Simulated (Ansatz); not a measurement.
We consider zinc-blende ZnTe, described by PBEsol-D3(BJ) (plane waves, PAW; Ansatz, a first-principles code).

Settings: plane-wave cutoff 520 eV, 10×10×10 k mesh, Fermi–Dirac smearing 0.01 eV, scalar-relativistic PAW data made under PBE.

On both sides of the equilibrium volume: at 26.348 Å³/atom the pressure is 1.18 GPa and the direct gap at Γ 1.518 eV; at 27.424 Å³/atom they are -1.05 GPa and 1.321 eV. The fitted bulk modulus is 55.6 GPa.

Question: Work out the volume deformation potential of this gap and its pressure coefficient, in two ways.

Answer: a_V = dE_g/d ln V = (1.321 − 1.518)/ln(27.424/26.348) = -4.92 eV. Since dP = −B d ln V, dE_g/dP = −a_V/B = 88 meV/GPa. Straight from the pressures: (1.518 − 1.321)/(1.18 − (-1.05)) = 88 meV/GPa. At this level and over this range the gap at Γ widens under pressure.

Spin–orbit coupling is not included; with these elements it can move the gap by several tenths of an eV or more.
